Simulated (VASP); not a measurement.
# ZnO (zincite) (P6_3mc) in VASP: further runs

Aim: see how the results for ZnO (zincite) move with the level of theory and the settings. Levels: PBE, PBEsol. Tasks: single point.

Program: VASP 6.6.1. These are calculated values, not measurements. Logs are shortened: lines on timing, memory, paths and dates and some standing lists are left out, and cuts for length are marked.

**Experimental background.**

“Electronic structure of alkaline earth and post-transition metal oxides”, 2009, arxiv:0908.1581 quotes, for a bulk crystal of ZnO: band gap 3.37 eV.

The runs below are set against these values where they give the same quantity.

### Step 1. The crystal as given

Symmetry: P6_3mc, No. 186, hexagonal system. Conventional cell: a = 3.249 Å, b = 3.249 Å, c = 5.206 Å, α = 90.00°, β = 90.00°, γ = 120.00°. Around Zn (site symmetry 3m) lie 4 O at 1.97 to 1.98 Å. O (site symmetry 3m) is surrounded by 4 Zn at 1.97 to 1.98 Å.

### Step 2. Single point, PBE

Contents of INCAR:

```
PREC = Accurate
ENCUT = 520
EDIFF = 1E-6
ISMEAR = 0
SIGMA = 0.01
LREAL = F
LASPH = T
NELM = 100
ALGO = Fast
ISIF = 2
LWAVE = F
LCHARG = T
GGA = PE
LELF = T
LVHAR = T
NBANDS = 26
```

Contents of KPOINTS:

```
regular mesh
0
Gamma
  6 6 4
```

Contents of POSCAR:

```
ZnO
1.0
    3.2493080000      0.0000000000      0.0000000000
   -1.6246540000      2.8139832727      0.0000000000
    0.0000000000      0.0000000000      5.2057090000
Zn O
2 2
Direct
    0.3333330000      0.6666670000      0.5000000000
    0.6666670000      0.3333330000      0.0000000000
    0.6666670000      0.3333330000      0.3790100000
    0.3333330000      0.6666670000      0.8790100000
```

Potentials or basis: VASP PAW PBE potentials, release 64 (Zn, O).

The run is started by

```bash
> cat potpaw_PBE.64/Zn/POTCAR potpaw_PBE.64/O/POTCAR > POTCAR
> mpirun -np 1 vasp_std > vasp.out
```

OUTCAR:

```text
PREC = Accurate
   ENCUT = 520
   EDIFF = 1E-6
   ISMEAR = 0
   LREAL = F
   LASPH = T
   NELM = 100
   ISIF = 2
   GGA = PE

 ion  position               nearest neighbor table
   1  0.333  0.667  0.500-   4 1.97   3 1.98   3 1.98   3 1.98
   2  0.667  0.333  0.000-   3 1.97   4 1.98   4 1.98   4 1.98
   3  0.667  0.333  0.379-   2 1.97   1 1.98   1 1.98   1 1.98
   4  0.333  0.667  0.879-   1 1.97   2 1.98   2 1.98   2 1.98

  LATTYP: Found a hexagonal cell.
 ALAT       =     3.2493080000
 C/A-ratio  =     1.6020977390

  Lattice vectors:

 A1 = (   3.2493080000,   0.0000000000,   0.0000000000)
 A2 = (  -1.6246540000,   2.8139832727,   0.0000000000)
 A3 = (   0.0000000000,   0.0000000000,   5.2057090000)

Analysis of symmetry for initial positions (statically):
=====================================================================
 Subroutine PRICEL returns:
 Original cell was already a primitive cell.

 Routine SETGRP: Setting up the symmetry group for a
 hexagonal supercell.

 Subroutine GETGRP returns: Found 12 space group operations
 (whereof  6 operations were pure point group operations)
 out of a pool of 24 trial point group operations.

The static configuration has the point symmetry C_3v.
 The point group associated with its full space group is C_6v.

Analysis of symmetry for dynamics (positions and initial velocities):
=====================================================================
 Subroutine PRICEL returns:
 Original cell was already a primitive cell.

 Routine SETGRP: Setting up the symmetry group for a
 hexagonal supercell.

 Subroutine GETGRP returns: Found 12 space group operations
 (whereof  6 operations were pure point group operations)
 out of a pool of 24 trial point group operations.

The dynamic configuration has the point symmetry C_3v.
 The point group associated with its full space group is C_6v.

 Subroutine INISYM returns: Found 12 space group operations
 (whereof  6 operations are pure point group operations),
 and found     1 'primitive' translations

----------------------------------------------------------------------------------------

                                     Primitive cell

  volume of cell :      47.5984

  direct lattice vectors                    reciprocal lattice vectors
     3.249308000  0.000000000  0.000000000     0.307757836  0.177684070  0.000000000
    -1.624654000  2.813983273  0.000000000     0.000000000  0.355368139  0.000000000
     0.000000000  0.000000000  5.205709000     0.000000000  0.000000000  0.192096792

  length of vectors
     3.249308000  3.249308000  5.205709000     0.355368139  0.355368139  0.192096792

  position of ions in fractional coordinates (direct lattice)
     0.333333000  0.666667000  0.500000000
     0.666667000  0.333333000  0.000000000
     0.666667000  0.333333000  0.379010000
     0.333333000  0.666667000  0.879010000

  ion indices of the primitive-cell ions
   primitive index   ion index
                 1           1
                 2           2
                 3           3
                 4           4

----------------------------------------------------------------------------------------

 KPOINTS: regular mesh

Automatic generation of k-mesh.
 Grid dimensions read from file:
 generate k-points for:    6    6    4

 Generating k-lattice:

  Cartesian coordinates                     Fractional coordinates (reciprocal lattice)
     0.051292973  0.029614012  0.000000000     0.166666667  0.000000000  0.000000000
     0.000000000  0.059228023  0.000000000     0.000000000  0.166666667  0.000000000
     0.000000000  0.000000000  0.048024198     0.000000000  0.000000000  0.250000000

  Length of vectors
     0.059228023  0.059228023  0.048024198

  Shift w.r.t. Gamma in fractional coordinates (k-lattice)
     0.000000000  0.000000000  0.000000000

 Subroutine IBZKPT returns following result:
 ===========================================

 Found     21 irreducible k-points:

 Following reciprocal coordinates:
            Coordinates               Weight
  0.000000  0.000000  0.000000      1.000000
  0.166667  0.000000  0.000000      6.000000
  0.333333 -0.000000  0.000000      6.000000
  0.500000  0.000000  0.000000      3.000000
  0.166667  0.166667  0.000000      6.000000
  0.333333  0.166667  0.000000     12.000000
[... 13 lines left out ...]
  0.333333  0.166667  0.500000     12.000000
  0.333333  0.333333  0.500000      2.000000
   k-points           NKPTS =     21   k-points in BZ     NKDIM =     21   number of bands    NBANDS=     26
   number of dos      NEDOS =    301   number of ions     NIONS =      4
   total plane-waves  NPLWV =  23040
   dimension x,y,z NGX =    24 NGY =   24 NGZ =   40
   dimension x,y,z NGXF=    48 NGYF=   48 NGZF=   80
   ions per type =               2   2
   NGX,Y,Z   is equivalent  to a cutoff of  12.28, 12.28, 12.77 a.u.
   NGXF,Y,Z  is equivalent  to a cutoff of  24.56, 24.56, 25.55 a.u.
 SYSTEM =  unknown system
   PREC   = accura    normal or accurate (medium, high low for compatibility)
   ISTART =      0    job   : 0-new  1-cont  2-samecut
   ICHARG =      2    charge: 1-file 2-atom 10-const
   ISPIN  =      1    spin polarized calculation?
   LNONCOLLINEAR =      F non collinear calculations
   LSORBIT =      F    spin-orbit coupling
   LASPH  =      T    aspherical Exc in radial PAW
   ENCUT  =  520.0 eV  38.22 Ry    6.18 a.u.   6.04  6.04  9.68*2*pi/ulx,y,z
   NELM   =    100;   NELMIN=  2; NELMDL= -5     # of ELM steps
   EDIFF  = 0.1E-05   stopping-criterion for ELM
   LREAL  =      F    real-space projection
   EDIFFG = 0.1E-04   stopping-criterion for IOM
   NSW    =      0    number of steps for IOM
   IBRION =     -1    ionic relax: 0-MD 1-quasi-New 2-CG
   NFREE  =      0    steps in history (QN), initial steepest desc. (CG)
   ISIF   =      2    stress and relaxation
   ISYM   =      2    0-nonsym 1-usesym 2-fastsym
   POTIM  = 0.5000    time-step for ionic-motion
   TEBEG  =    0.0;   TEEND  =   0.0 temperature during run
   PSTRESS=    0.0 pullay stress
   NELECT =      36.0000    total number of electrons
   NUPDOWN=      -1.0000    fix difference up-down
   EMIN   =  10.00;   EMAX   =-10.00  energy-range for DOS
   EFERMI =   0.00;   METHOD = LEGACY
   ISMEAR =     0;   SIGMA  =   0.01  broadening in eV -4-tet -1-fermi 0-gaus
   EFERMI_NEDOS =   21; number of points for ismear=-14 and -15
   IALGO  =     68    algorithm
   IMIX   =      4    mixing-type and parameters
     AMIX     =   0.40;   BMIX     =  1.00
     AMIX_MAG =   1.60;   BMIX_MAG =  1.00
  volume/ion in A,a.u.               =      11.90        80.30
  Fermi-wavevector in a.u.,A,eV,Ry     =   1.491574  2.818667 30.270160  2.224794
  Thomas-Fermi vector in A             =   2.604212
   LORBIT       =      0    0 simple, 1 ext, 2 COOP (PROOUT), +10 PAW based schemes
   GGA     = PE    functional components
   LHFCALC =     F    Hartree Fock is set to
   AEXX    =    0.0000 exact exchange contribution
   IVDW    =     0    specifies the selected vdW correction
   LEPSILON=     F    determine dielectric tensor
   LRPA    =     F    only Hartree local field effects (RPA)
 non-spin polarized calculation
 RMM-DIIS sequential band-by-band and
 Gauss-broadening in eV      SIGMA  =   0.01
  energy-cutoff  :      520.00
  volume of cell :       47.60
 maximum number of plane-waves:      1302
   NGX = 13   NGY = 13   NGZ = 19

 number of electron      36.0000017 magnetization

 Free energy of the ion-electron system (eV)
  ---------------------------------------------------
  ext. energy  EPLUGINS =         0.00000000
  ---------------------------------------------------
  free energy    TOTEN  =       -17.82013172 eV

  energy without entropy =      -17.82013172  energy(sigma->0) =      -17.82013172

 E-fermi :   1.3090     XC(G=0): -10.9109

 val. band max:        1.2036742021   @ k =   0.0000   0.0000   0.0000
 cond. band min:       1.9918369928   @ k =   0.0000   0.0000   0.0000
 fundamental gap:      0.7881627908
 Fermi energy:         1.3089801983

 k-point     1 :       0.0000    0.0000    0.0000
  band No.  band energies     occupation
      1     -16.8849      2.00000
      2     -16.1534      2.00000
      3      -4.4856      2.00000
      4      -4.4855      2.00000
      5      -4.4463      2.00000
      6      -4.4247      2.00000
[... 18 lines left out ...]
     25      15.3285      0.00000
     26      15.3285      0.00000

 k-point     2 :       0.1667    0.0000    0.0000
  band No.  band energies     occupation
      1     -16.7393      2.00000
      2     -16.0924      2.00000
      3      -4.6380      2.00000
      4      -4.4053      2.00000
      5      -4.3821      2.00000
      6      -4.3106      2.00000
[... 18 lines left out ...]
     25      15.3236      0.00000
     26      15.5184      0.00000

 k-point     3 :       0.3333   -0.0000    0.0000
  band No.  band energies     occupation
      1     -16.4109      2.00000
      2     -15.9916      2.00000
      3      -4.7936      2.00000
      4      -4.4369      2.00000
      5      -4.2764      2.00000
      6      -4.0850      2.00000
[... 18 lines left out ...]
     25      14.5926      0.00000
     26      15.2730      0.00000

 k-point     4 :       0.5000    0.0000    0.0000
  band No.  band energies     occupation
      1     -16.2020      2.00000
      2     -15.9776      2.00000
      3      -4.7197      2.00000
      4      -4.5195      2.00000
      5      -4.2347      2.00000
      6      -3.8650      2.00000
[... 18 lines left out ...]
     25      14.3864      0.00000
     26      15.4202      0.00000

 k-point     5 :       0.1667    0.1667    0.0000
  band No.  band energies     occupation
      1     -16.5006      2.00000
      2     -16.0120      2.00000
      3      -4.6837      2.00000
      4      -4.4794      2.00000
      5      -4.2700      2.00000
      6      -4.2123      2.00000
[... 18 lines left out ...]
     25      13.7723      0.00000
     26      16.4719      0.00000

 k-point     6 :       0.3333    0.1667    0.0000
  band No.  band energies     occupation
      1     -16.2101      2.00000
      2     -15.9732      2.00000
      3      -4.6189      2.00000
      4      -4.3712      2.00000
      5      -4.2219      2.00000
      6      -4.0132      2.00000
[... 340 lines left out ...]
 k-point    18 :       0.5000    0.0000    0.5000
  band No.  band energies     occupation
      1     -16.0804      2.00000
      2     -16.0804      2.00000
      3      -4.9096      2.00000
      4      -4.9096      2.00000
      5      -4.0006      2.00000
      6      -4.0006      2.00000
[... 18 lines left out ...]
     25      14.8764      0.00000
     26      14.8764      0.00000

 k-point    19 :       0.1667    0.1667    0.5000
  band No.  band energies     occupation
      1     -16.2543      2.00000
      2     -16.2543      2.00000
      3      -4.8306      2.00000
      4      -4.8306      2.00000
      5      -4.2669      2.00000
      6      -4.2668      2.00000
[... 18 lines left out ...]
     25      14.6587      0.00000
     26      14.6587      0.00000

 k-point    20 :       0.3333    0.1667    0.5000
  band No.  band energies     occupation
      1     -16.0825      2.00000
      2     -16.0825      2.00000
      3      -4.7717      2.00000
      4      -4.7717      2.00000
      5      -4.1411      2.00000
      6      -4.1411      2.00000
[... 18 lines left out ...]
     25      15.4253      0.00000
     26      15.4253      0.00000

 k-point    21 :       0.3333    0.3333    0.5000
  band No.  band energies     occupation
      1     -16.0261      2.00000
      2     -16.0261      2.00000
      3      -4.5310      2.00000
      4      -4.5310      2.00000
      5      -4.2792      2.00000
      6      -4.2792      2.00000
[... 18 lines left out ...]
     25      16.9454      0.00000
     26      16.9589      0.00000

------------------------ aborting loop because EDIFF is reached ----------------------------------------

  FORCE on cell =-STRESS in cart. coord.  units (eV):
  Direction    XX          YY          ZZ          XY          YZ          ZX
  --------------------------------------------------------------------------------------
  -------------------------------------------------------------------------------------
  Total        1.5930226      1.5930226      2.1077666      0.0000000      0.0000000      0.0000000
  in kB       53.6216577     53.6216577     70.9481096      0.0000000      0.0000000      0.0000000
  external PRESSURE =      59.3971416 kB  Pullay stress =       0.0000000 kB

 VOLUME and BASIS-vectors are now :
 -----------------------------------------------------------------------------
  energy-cutoff  :      520.00
  volume of cell :       47.60
      direct lattice vectors                 reciprocal lattice vectors
     3.249308000  0.000000000  0.000000000     0.307757836  0.177684070  0.000000000
    -1.624654000  2.813983273  0.000000000     0.000000000  0.355368139  0.000000000
     0.000000000  0.000000000  5.205709000     0.000000000  0.000000000  0.192096792

 POSITION                                       TOTAL-FORCE (eV/Angst)
 -----------------------------------------------------------------------------------
     -0.00000      1.87599      2.60285        -0.000000     -0.000000     -0.074025
      1.62466      0.93799      0.00000         0.000000     -0.000000     -0.074025
      1.62466      0.93799      1.97302        -0.000000     -0.000000      0.074025
     -0.00000      1.87599      4.57587         0.000000      0.000000      0.074025
 -----------------------------------------------------------------------------------
    total drift:                                0.000410     -0.000237     -0.000520

  FREE ENERGIE OF THE ION-ELECTRON SYSTEM (eV)
  ---------------------------------------------------
  free  energy   TOTEN  =       -17.8201317228 eV

  energy  without entropy=      -17.8201317228  energy(sigma->0) =      -17.82013172
```

Wall time 16 s (1 thread of Intel Xeon Platinum 8488C (Sapphire Rapids), shared host); peak memory 0.16 GiB.

Results:

| Quantity | Value |
| --- | --- |
| Free energy | -17.8201 eV |
| Pressure | 5.9 GPa |
| Largest force | 0.074 eV/Å |
| Band gap on the k mesh | 0.79 eV, direct |

Forces on the atoms (eV/Å):
```
Zn   0.000  0.000 -0.074
Zn   0.000  0.000 -0.074
O    0.000  0.000  0.074
O    0.000  0.000  0.074
```

Stress tensor (GPa, compression positive):
```
5.36 0.00 0.00
0.00 5.36 0.00
0.00 0.00 7.09
```

### Step 3. Single point, PBEsol

Contents of INCAR:

```
  PREC = Accurate
  ENCUT = 520
  EDIFF = 1E-6
  ISMEAR = 0
  SIGMA = 0.01
  LREAL = F
  LASPH = T
  NELM = 100
  ALGO = Normal
  ISIF = 2
  LWAVE = F
  LCHARG = F
  GGA = PS
  NBANDS = 26
```

KPOINTS is that of step 2.

POSCAR is that of step 2.

Potentials or basis: VASP PAW PBE potentials, release 64 (Zn, O).

The run is started by

```bash
> cat potpaw_PBE.64/Zn/POTCAR potpaw_PBE.64/O/POTCAR > POTCAR
> mpirun -np 1 vasp_std > vasp.out
```

It took 16 s on 1 thread of Intel Xeon Platinum 8488C (Sapphire Rapids), shared host; peak memory 0.16 GiB.

Results (log left out):

| Property | Result |
| --- | --- |
| Free energy | -19.4080 eV |
| Pressure | -0.5 GPa |
| Largest force | 0.065 eV/Å |
| Band gap on the k mesh | 0.68 eV, direct |

Forces on the atoms (eV/Å):
```
Zn   0.000  0.000 -0.065
Zn   0.000  0.000 -0.065
O    0.000  0.000  0.065
O    0.000  0.000  0.065
```

Stress tensor (GPa, compression positive):
```
-1.06  0.00  0.00
 0.00 -1.06  0.00
 0.00  0.00  0.64
```

Levels at points of the mesh, in eV from the valence-band top:
```tsv
k point	band 15	band 16	band 17	band 18	band 19	band 20	band 21	band 22
(0.00, 0.00, 0.00)	-0.82	-0.07	0.00	0.00	0.68	5.10	8.14	12.72
(0.50, 0.00, 0.00)	-2.85	-2.30	-1.30	-0.83	5.68	6.70	7.47	8.40
(0.00, 0.00, 0.50)	-0.40	-0.40	-0.40	-0.40	3.37	3.37	9.98	9.98
(0.50, 0.00, 0.50)	-1.52	-1.52	-1.37	-1.37	5.57	5.57	8.34	8.34
```

Caveat: the PAW data sets were made with another functional, which shifts forces and pressure a little.

### Step 4. Against experiment

Step 2. Against the measured gap of ZnO, 3.37 eV (quoted in “Electronic structure of alkaline earth and post-transition metal oxides”, 2009, arxiv:0908.1581), the calculated 0.79 eV is off by -2.58 eV. So large a miss can be the level of theory's own, or it may mean another phase, state or a wrong row. The value is that of PBE, without temperature or zero-point motion. Semilocal functionals fall short of measured gaps as a rule.

Step 3. Measured gap of ZnO: 3.37 eV (quoted in “Electronic structure of alkaline earth and post-transition metal oxides”, 2009, arxiv:0908.1581). This calculation gives 0.68 eV (-2.69 eV). So large a miss can be the level of theory's own, or it may mean another phase, state or a wrong row. The value is that of PBEsol, without temperature or zero-point motion. Semilocal functionals fall short of measured gaps as a rule.
